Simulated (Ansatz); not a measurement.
# MoTe₂ (3R-MoS2 type) under strain

MoTe₂ in the 3R-MoS2-type structure, relaxed with r2SCAN+rVV10 in the PAW code Ansatz. The symmetry is R3m (No. 160, trigonal); a = 3.547 Å, c = 21.312 Å in the conventional setting, 25.80 Å³ an atom. Around Mo lie 6 Te at 2.72 Å; around Te lie 3 Mo at 2.72 Å.

The axes x, y and z are those of this cell:
```xyz
3
Lattice="1.7734 1.0239 7.1041 -1.7734 1.0239 7.1041 0.0000 -2.0478 7.1041" Properties=species:S:1:pos:R:3 pbc="T T T"
Mo    0.0000    0.0000   -0.0008
Te    0.0000    0.0000    8.8963
Te    0.0000    0.0000    5.3128
```

Unstrained: With PBE the valence top lies at T and the conduction bottom at Γ–S₀ (0.60 of the way from Γ), 0.814 eV higher; the smallest vertical gap, at k = (-0.162, 0.162, -1/2), is 1.073 eV. r2SCAN gives an indirect gap of 0.925 eV, from T to Γ–S₀ (0.60 of the way from Γ); the least direct gap is 1.149 eV at k = (-0.162, 0.162, -1/2). With HSE06 the valence top lies at T and the conduction bottom at Γ–S₀ (0.60 of the way from Γ), 1.234 eV higher; the smallest vertical gap, at k = (1/6, -1/2, -1/6), is 1.482 eV. Meshes: PBE 8×8×8, r2SCAN 8×8×8, HSE06 6×6×6. Strains are changes of length per length. After each strain the atoms were relaxed again with r2SCAN+rVV10 within the symmetry that the strain leaves, so tilts or polar shifts that break it weren't tested; points keep the names that they have in the unstrained zone. Simulation only: spin-unpolarised, and no claim that this is the phase found in nature.

Changes of the least gap in eV (an overlap counts as a negative gap):
```
                  strain  volume change (%)  space group     PBE  r2SCAN  HSE06
uniaxial -2.11 % along z               -2.1          R3m  -0.106  -0.108      –
```

Uniaxial -2.11 % along z, other directions held. r2SCAN: the gap goes from 0.925 to 0.817 eV (-0.108 eV). Stress change with PBE, compression positive: xx +0.36, yy +0.36, zz +0.87 GPa.

Spin-orbit coupling is left out, which matters wherever the heavy atoms make up the band edges.

Where an edge lies off the special points, it is a point of the mesh or the k point where a search put PBE's edge or least direct gap, reused for the other functionals, whose own edges may lie a little apart.

Coordinates of k points refer to the reciprocal vectors of the primitive cell of the runs.
